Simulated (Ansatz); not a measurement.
Input and command of a plane-wave DFT calculation in Ansatz:

```yaml
crystal:
  lattice:
    - [-3.8258851589, 7.6517703178, 3.8258851589]
    - [3.8258851589, 3.8258851589, 7.6517703178]
    - [3.8258851589, 7.6517703178, -3.8258851589]
  atoms:
    - { symbol: Sn, position: [0.5777058252, 0.3215769257, 0.2553020055] }
    - { symbol: Sn, position: [0.8243907955, 0.3256187328, 0.5079474164] }
    - { symbol: Sn, position: [0.9331272823, 0.6506645346, 0.2474688363] }
    - { symbol: Sn, position: [0.0912768932, 0.3386641876, 0.7499892376] }
    - { symbol: Sn, position: [0.177003138, 0.6656336481, 0.507638724] }
    - { symbol: Sn, position: [0.2432342516, 0.0039746212, 0.2416392067] }
    - { symbol: Sn, position: [0.349785388, 0.3282855764, 0.0139145479] }
    - { symbol: Sn, position: [0.4193026913, 0.6710433612, 0.7625690104] }
    - { symbol: Sn, position: [0.4896066887, -0.0222977206, 0.5008128572] }
    - { symbol: Sn, position: [0.6646711977, 0.6442434127, -0.0139544314] }
    - { symbol: Sn, position: [0.7582443887, -0.0221589846, 0.7439167504] }
    - { symbol: Sn, position: [0.008039684, -0.0154887932, 0.0113347915] }
    - { symbol: Te, position: [0.9673646695, 0.3164302415, 0.1083466088] }
    - { symbol: Te, position: [0.1852101874, 0.3346755228, 0.3747360085] }
    - { symbol: Te, position: [0.2872399132, 0.6687061843, 0.1439672063] }
    - { symbol: Te, position: [0.4574508836, 0.3219144567, 0.6245253349] }
    - { symbol: Te, position: [0.5514335158, 0.6617991261, 0.3707633848] }
    - { symbol: Te, position: [0.6225223196, 0.0255680093, 0.1063491885] }
    - { symbol: Te, position: [0.7229998153, 0.3297024359, 0.8509833033] }
    - { symbol: Te, position: [0.7644661134, 0.679493678, 0.6313363365] }
    - { symbol: Te, position: [0.8809363141, -0.0221059876, 0.3547490195] }
    - { symbol: Te, position: [0.0249999099, 0.6671600973, 0.8647247694] }
    - { symbol: Te, position: [0.1366219867, -0.0096985723, 0.6162684538] }
    - { symbol: Te, position: [0.388913708, 0.0052868412, 0.8655264052] }
basis:
  ecutwfc: 420
kpoints:
  mp_grid: { grid: [2, 2, 2], shift: [0.5, 0.5, 0.5] }
hamiltonian:
  xc: pbe
  dispersion: d3bj
scf:
  occupations: { method: fermi_dirac, width: 0.05 }
  lower_state_search: "off"
  convergence: { dr2_threshold: 1.0e-07 }
output:
  forces: true
  stress: true
md:
  timestep: 3.0
  n_steps: 126
  ensemble: nvt_langevin
  temperature: 450.0
  initial_velocities: maxwell_boltzmann
  seed: 41055
  friction: 0.02
```

```bash
ansatz run input.yaml --threads 4 --pin off --max-ram 9216MiB --backend cpu --events-out ev --progress --plain --runs-dir out
```

Processor: AMD EPYC 9R45 96-Core Processor (Zen 5), 4 threads, on a host shared with other jobs.

Question: Estimate time, memory and problem size.

Answer: About 9 min on 4 threads of AMD EPYC 9R45 96-Core Processor (Zen 5) (shared host), peak memory 3.1 GiB. It solves 216 bands at 4 k points (the mesh reduced by the symmetry that the task leaves, which can be less than the crystal's) with about 13093 plane waves, in 546 SCF iterations.
